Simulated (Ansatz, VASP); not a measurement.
**Two plane-wave programs on BN**

File INCAR:

```
PREC = Accurate ; ENCUT = 520
EDIFF = 1E-6 ; ISMEAR = -1
SIGMA = 0.02 ; LREAL = False
LASPH = True ; NELM = 80
ALGO = Normal ; ISIF = 2
LWAVE = False ; LCHARG = False
GGA = RP ; IVDW = 12
NBANDS = 16
```

The input KPOINTS:

```
Automatic mesh
0
Gamma
  12 12 6
```

The input POSCAR:

```
BN
1.0
    2.5539396017      0.0000000000      0.0000000000
   -1.2769698009      2.2117765748      0.0000000000
    0.0000000000      0.0000000000      4.2268550000
N B
2 2
Direct
    0.3333333333      0.6666666667      0.1252760000
    0.6666666667      0.3333333333      0.6252760000
    0.3333333333      0.6666666667      0.4997240000
    0.6666666667      0.3333333333      0.9997240000
```

input.yaml

```yaml
crystal:
  lattice:
    - [2.5539396017, 0.0, 0.0]
    - [-1.2769698009, 2.2117765748, 0.0]
    - [0.0, 0.0, 4.226855]
  atoms:
    - { symbol: "N", position: [0.3333333333, 0.6666666667, 0.125276] }
    - { symbol: "N", position: [0.6666666667, 0.3333333333, 0.625276] }
    - { symbol: B, position: [0.3333333333, 0.6666666667, 0.499724] }
    - { symbol: B, position: [0.6666666667, 0.3333333333, 0.999724] }
hamiltonian:
  xc: rpbe
  pseudopotentials: { kind: paw }
  dispersion: d3bj
kpoints:
  mp_grid: { grid: [12, 12, 6] }
scf:
  occupations: { method: fermi_dirac, width: 0.02 }
  n_extra_bands: 16
output:
  eigenvalues: true
  optics: { e_range: [0, 14], sigma: 0.05, nscf_kmesh: { grid: [16, 16, 8] } }
```

Measurements of this composition are mostly on another form, of space group No. 194.

Alike in both runs: functional RPBE; dispersion D3(BJ); k mesh 12 × 12 × 6; occupations fermi-dirac, width 0.02 eV; no spin polarisation.

|  | VASP | Ansatz |
| --- | --- | --- |
| version | VASP 6.6.1 | Ansatz 0.2.0 |
| potentials or method | VASP PAW PBE potentials, release 64 (N, B) | Ansatz PAW |
| plane-wave cutoff (eV) | 520 | 420 |
| valence electrons in the cell | 16 | 16 |
| task | single point | optical spectrum |

|  | VASP | Ansatz | Ansatz less VASP |
| --- | --- | --- | --- |
| gap on the k mesh at the Fermi level (eV) | 5.27 | 5.29 | +0.022 |
| least direct gap on the mesh (eV) | 8.29 | 8.30 | +0.012 |
| dispersion energy (meV/atom) | -644.9 | -645.0 | -0.03 |

Caveats: spectra need much finer meshes, so this one isn't converged (Ansatz); independent-particle spectra lack excitons (Ansatz). A k mesh can miss the band edges.
